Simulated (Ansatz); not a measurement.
The system is InSe.

```
In Se
1.0
     5.82639   -2.05465    0.00000
     5.82639    2.05465    0.00000
    -1.72323    0.00000    4.77135
In Se
2 2
Direct
  0.88820 0.88820 0.04684
  0.11180 0.11180 0.95316
  0.66093 0.66093 0.66896
  0.33907 0.33907 0.33104
```

The cell comes from a database or a generator and needn't be the stable form of this composition.

```yaml
Program: Ansatz 0.2.0
Task: relaxation of cell and atoms
Functional: revPBE
Dispersion: D4
Potentials_or_basis: Ansatz PAW
Cutoff: "420 eV (not typed: the program's choice for these potentials)"
k_mesh: 5 × 5 × 5
Occupations: fermi-dirac, width 0.05 eV
Spin: no spin polarisation
```

At the start: volume 28.56 Å³/atom.

How do energy, volume and symmetry change on relaxing?

It ends after 9 steps and the volume is 25.53 Å³/atom (-10.6 %); space group C2/m (No. 12, to 0.05 Å).

The path:
```tsv
step	energy change (eV)	largest force (eV/Å)	volume (Å³)
1	0.0000	0.3208	114.24
2	-0.0138	0.5018	106.45
3	-0.0643	0.0791	107.82
4	-0.0936	0.1010	104.30
5	-0.1007	0.1222	101.94
6	-0.1074	0.0296	102.85
7	-0.1082	0.0184	102.02
8	-0.1083	0.0025	102.13
9	-0.1068	0.0025	102.13
```

Final structure:
```cif
data_structure
_symmetry_space_group_name_H-M 'P 1'
_symmetry_Int_Tables_number 1
_cell_length_a 6.3160
_cell_length_b 6.3160
_cell_length_c 4.4237
_cell_angle_alpha 109.598
_cell_angle_beta 109.598
_cell_angle_gamma 38.247
_cell_volume 102.13
loop_
_atom_site_label
_atom_site_type_symbol
_atom_site_fract_x
_atom_site_fract_y
_atom_site_fract_z
_atom_site_occupancy
In1 In 0.88456 0.88456 0.01374 1
In2 In 0.11544 0.11544 0.98626 1
Se1 Se 0.65237 0.65237 0.62992 1
Se2 Se 0.34763 0.34763 0.37008 1
```

Caveat: the plane-wave basis is chosen anew once the cell has moved, so the energies of steps on either side of that aren't comparable; the PAW data sets come from PBE, with cores solved anew for the run's functional, which leaves a small shift of forces and pressure.
